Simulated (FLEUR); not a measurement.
# C (P6_3/mmc) in FLEUR: a series of runs, part 2 of 2

FLEUR MaX-R8.1 (patched build s14). The steps go on from the part before.

## Step 4: Equation of state, LDA (von Barth-Hedin), 5.33 Å³/atom (volume scaled by 0.94)

The COD entry that gives the cell may itself be a prediction, so a difference from it is no test against experiment.

Changes to inp.xml since step 3:

```diff
@@ -6,3 +6,3 @@
    <calculationSetup>
-      <cutoffs Kmax="5.04" Gmax="15.6" GmaxXC="15.6" numbands="0"/>
+      <cutoffs Kmax="5.19" Gmax="16.1" GmaxXC="16.1" numbands="0"/>
       <scfLoop itmax="60" minDistance="0.00001" maxIterBroyd="15" imix="Anderson" alpha="0.05" precondParam="0.0" spinf="2.0"/>
@@ -24,3 +24,3 @@
       <xi:include xmlns:xi="http://www.w3.org/2001/XInclude" href="sym.xml"> </xi:include>
-      <bulkLattice scale="1.0">
+      <bulkLattice scale="0.9795861087">
          <bravaisMatrix>
@@ -34,3 +34,3 @@
       <species name="Carbon (C)" element="C" atomicNumber="6">
-         <mtSphere radius="1.35" gridPoints="447" logIncrement="0.023"/>
+         <mtSphere radius="1.31" gridPoints="447" logIncrement="0.023"/>
          <atomicCutoffs lmax="5" lnonsphr="3"/>
```

Potentials or basis: all-electron, FLAPW.

Run with:

```bash
inpgen -f crystal.txt -profile fastHighL
# inp.xml edited to the form shown
fleur
```

Standard output:

```text
Welcome to FLEUR        (www.flapw.de)
      MaX-Release 8.1          (www.max-centre.eu)

 ========== k-point set info ==========
 Selected k-point list: default-1
 k-point list type: mesh
 12 x 12 x 3
 Number of k points: 38

 ------------Calculation Setup---------------------------
 Number of OMP-threads    :            1
 Number of basis functions:         1221
 Approximate size of matrices (H+S) per k-point:         0.022 GB
 --------------------------------------------------------
 Iteration:     1   Distance:      28.17080312 me/bohr^3
 Iteration:     2   Distance:      26.51231412 me/bohr^3
 Iteration:     3   Distance:       4.33508634 me/bohr^3
 Iteration:     4   Distance:       1.75896928 me/bohr^3
 Iteration:     5   Distance:       0.32985864 me/bohr^3
 Iteration:     6   Distance:       0.16847233 me/bohr^3
 Iteration:     7   Distance:       0.16081044 me/bohr^3
 Iteration:     8   Distance:       0.03303755 me/bohr^3
 Iteration:     9   Distance:       0.00420088 me/bohr^3
 Iteration:    10   Distance:       0.00529476 me/bohr^3
 Iteration:    11   Distance:       0.00141695 me/bohr^3
 Iteration:    12   Distance:       0.00003451 me/bohr^3
 Iteration:    13   Distance:       0.00003222 me/bohr^3
 Iteration:    14   Distance:       0.00000297 me/bohr^3

 ********************************************************************
 Run finished successfully
 Stop message:
   all done
 ********************************************************************
```

out.xml (last iteration):

```text
<iteration numberForCurrentRun="   14" overallNumber="   14">
         <energyParameters units="Htr">
            <atomicEP atomType="1" spin="1" branch="2s" branchLowest="-9.18" branchHighest="3.07" value="-0.3032124501"/>
            <atomicEP atomType="1" spin="1" branch="2p" branchLowest="-9.99" branchHighest="2.49" value="-0.1125765818"/>
            <atomicEP atomType="1" spin="1" branch="3d" branchLowest="-9.99" branchHighest="7.36" value="0.0882864809"/>
[... 107 lines left out ...]
            </atomTypeDependentContributions>
            <tkbTimesEntropy value="0.0000000000"/>
            <freeEnergy value="-455.0508507335"/>
            <extrapolationTo0K value="-455.0508507335"/>
         </totalEnergy>
         <densityConvergence units="me/bohr^3">
            <chargeDensity spin="1" distance="0.0000029657"/>
         </densityConvergence>
      </iteration>
```

Wall time 4.9 min (1 thread of Intel Xeon Platinum 8175M at 2.50GHz (Skylake/Cascade Lake), shared host); peak memory 0.1 GiB.

Results:

| Item | Value |
| --- | --- |
| Free energy | -12382.5645 eV |
| Band gap on the k mesh | 4.53 eV, indirect (least direct gap 5.42 eV) |
| Valence electrons inside the program's atomic spheres | C 2.02 (radii C 1.31 bohr) |

Caveat: an odd mesh through Γ misses points on the zone boundary, where band edges often lie.

## Step 5: Equation of state, LDA (von Barth-Hedin), 5.45 Å³/atom (volume scaled by 0.96)

Changes to inp.xml since step 4:

```diff
@@ -24,3 +24,3 @@
       <xi:include xmlns:xi="http://www.w3.org/2001/XInclude" href="sym.xml"> </xi:include>
-      <bulkLattice scale="0.9795861087">
+      <bulkLattice scale="0.9864848297">
          <bravaisMatrix>
```

Run with:

```bash
inpgen -f crystal.txt -profile fastHighL
# inp.xml edited to the form shown
fleur
```

Wall time 5.1 min (1 thread of Intel Xeon Platinum 8175M at 2.50GHz (Skylake/Cascade Lake), shared host); peak memory 0.1 GiB.

Results (log left out):

| Item | Value |
| --- | --- |
| Free energy | -12382.6795 eV |
| Band gap on the k mesh | 4.48 eV, indirect (least direct gap 5.37 eV) |
| Valence electrons inside the program's atomic spheres | C 2.00 (radii C 1.31 bohr) |

Caveat: an odd mesh through Γ misses points on the zone boundary, where band edges often lie.

## Step 6: Equation of state, LDA (von Barth-Hedin), 5.67 Å³/atom

Changes to inp.xml since step 5:

```diff
@@ -24,3 +24,3 @@
       <xi:include xmlns:xi="http://www.w3.org/2001/XInclude" href="sym.xml"> </xi:include>
-      <bulkLattice scale="0.9864848297">
+      <bulkLattice scale="1.0000000000">
          <bravaisMatrix>
```

Potentials or basis: all-electron, FLAPW.

Run with:

```bash
inpgen -f crystal.txt -profile fastHighL
# inp.xml edited to the form shown
fleur
```

Wall time 5.5 min (1 thread of Intel Xeon Platinum 8175M at 2.50GHz (Skylake/Cascade Lake), shared host); peak memory 0.1 GiB.

The run converged. Its results:

| Item | Value |
| --- | --- |
| Free energy | -12382.6510 eV |
| Band gap on the k mesh | 4.36 eV, indirect (least direct gap 5.27 eV) |
| Valence electrons inside the program's atomic spheres | C 1.96 (radii C 1.31 bohr) |

Caveat: an odd mesh through Γ misses points on the zone boundary, where band edges often lie.

## Step 7: Equation of state, LDA (von Barth-Hedin), 5.90 Å³/atom (volume scaled by 1.04)

Changes to inp.xml since step 6:

```diff
@@ -24,3 +24,3 @@
       <xi:include xmlns:xi="http://www.w3.org/2001/XInclude" href="sym.xml"> </xi:include>
-      <bulkLattice scale="1.0000000000">
+      <bulkLattice scale="1.0131594038">
          <bravaisMatrix>
```

Run with:

```bash
inpgen -f crystal.txt -profile fastHighL
# inp.xml edited to the form shown
fleur
```

Wall time 6 min (1 thread of Intel Xeon Platinum 8175M at 2.50GHz (Skylake/Cascade Lake), shared host); peak memory 0.11 GiB.

It converged, with:

```
Free energy                                           : -12382.3257 eV
Band gap on the k mesh                                : 4.25 eV, indirect (least direct gap 5.17 eV)
Valence electrons inside the program's atomic spheres : C 1.92 (radii C 1.31 bohr)
```

Caveat: an odd mesh through Γ misses points on the zone boundary, where band edges often lie.

## Step 8: Equation of state, LDA (von Barth-Hedin), 6.01 Å³/atom (volume scaled by 1.06)

Changes to inp.xml since step 7:

```diff
@@ -24,3 +24,3 @@
       <xi:include xmlns:xi="http://www.w3.org/2001/XInclude" href="sym.xml"> </xi:include>
-      <bulkLattice scale="1.0131594038">
+      <bulkLattice scale="1.0196128224">
          <bravaisMatrix>
```

Run with:

```bash
inpgen -f crystal.txt -profile fastHighL
# inp.xml edited to the form shown
fleur
```

Run time: 6.2 min. Hardware: 1 thread of Intel Xeon Platinum 8175M at 2.50GHz (Skylake/Cascade Lake), shared host; peak memory 0.11 GiB.

It converged, with:

- Free energy: -12382.0680 eV
- Band gap on the k mesh: 4.20 eV, indirect (least direct gap 5.12 eV)
- Valence electrons inside the program's atomic spheres: C 1.91 (radii C 1.31 bohr)

Caveat: an odd mesh through Γ misses points on the zone boundary, where band edges often lie.

## Step 9: Equation of state, LDA (von Barth-Hedin)

Potentials or basis: all-electron, FLAPW.

No new run: the results of the series are fitted here.

What came out:

* Equilibrium volume: 5.54 Å³/atom
* Bulk modulus at fixed shape and positions: 474 GPa
* Pressure derivative of the bulk modulus: 3.5 (rough: it moves with the points fitted)

Energy against volume, from the lowest point:
```tsv
volume (Å³/atom)	energy (meV/atom)
5.332	9.59
5.445	0.00
5.672	2.38
5.899	29.49
6.012	50.96
```

Caveat: small basis for a fit; the cell was scaled at fixed shape and fractional positions, which overstates the stiffness of a crystal with free parameters, most of all of layers and chains.

## Step 10: Overview

| task | level | gmax | muffin-tin radii | max iterations | mixing factor | mixer | kmax | gap on the mesh (eV) |
| --- | --- | --- | --- | --- | --- | --- | --- | --- |
| band structure | PBE | 15.6 1/bohr | C 1.35 bohr | 60 | 0.05 | Anderson | 5.04 1/bohr | 4.39 |
| band structure | LDA (von Barth-Hedin) | 15.6 1/bohr | C 1.35 bohr | 60 | 0.05 | Anderson | 5.04 1/bohr | 4.37 |
| equation of state | LDA (von Barth-Hedin) | 16.1 1/bohr | C 1.31 bohr | - | - | - | 5.19 1/bohr | - |

Alike in all rows: potentials or basis all-electron, FLAPW; no spin polarisation; cell as given; k mesh 12 × 12 × 3; smearing fermi-dirac 0.05 eV.

Caveats: small basis for a fit (some runs); the cell was scaled at fixed shape and fractional positions, which overstates the stiffness of a crystal with free parameters, most of all of layers and chains (some runs).

Compare energies only between runs with the same functional and basis.
